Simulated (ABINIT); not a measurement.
**BN: band structure with PBEsol**

Crystal: BN.

```
N B
1.0
     2.49824    0.00000    0.00000
    -1.24912    2.16354    0.00000
     0.00000    0.00000    6.63570
N B
2 2
Direct
  0.66667 0.33333 0.25000
  0.33333 0.66667 0.75000
  0.66667 0.33333 0.75000
  0.33333 0.66667 0.25000
```

```yaml
Program: ABINIT 10.8.3 (patched build)
Task: band structure
Functional: PBEsol
Potentials_or_basis: JTH PAW PBE v2.0
Cutoff: 707 eV
k_mesh: 12 × 12 × 4
Occupations: fermi-dirac, width 0.05 eV
Spin: no spin polarisation
Fine-grid_cutoff: 1306.15 eV
Exchange_and_correlation_inside_the_PAW_spheres: full angular mesh (pawxcdev 0, this build's default; the released program takes 1)
```

```yaml
Pressure: 2.6 GPa
Band_gap_on_the_k_mesh: 4.17 eV, indirect (least direct gap 4.58 eV)
Band_gap_along_the_path: 4.14 eV, indirect (least direct gap 4.58 eV)
```

Stress tensor (GPa, compression positive):
```
3.36 0.00 0.00
0.00 3.36 0.00
0.00 0.00 1.01
```

Levels at the corners of the path, in eV from the valence-band top:
```
point  band 6  band 7  band 8  band 9  band 10  band 11
    Γ   -1.32   -1.29   -1.29    5.04    10.18    11.53
    M   -4.11   -1.51   -0.47    4.14     5.56     9.48
    K   -7.17   -0.12   -0.12    4.77     4.77    10.51
    Γ   -1.32   -1.29   -1.29    5.04    10.18    11.53
    A   -1.30   -1.30   -1.30    7.45     7.45    11.59
    L   -4.14   -0.97   -0.97    4.62     4.62     9.89
    H   -7.17   -0.04   -0.04    4.55     4.55    11.75
    A   -1.30   -1.30   -1.30    7.45     7.45    11.59
```

It took 62 s on 1 thread of Arm Neoverse V2 (shared host), peak memory 0.14 GiB.

Caveat: the PAW data sets were made with another functional, which shifts forces and pressure a little; this functional lacks dispersion, which binds the layers, so the pressure and a relaxed spacing across them are unreliable; the atomic spheres overlap. PBEsol gaps usually lie below the measured ones, often by a third to a half.
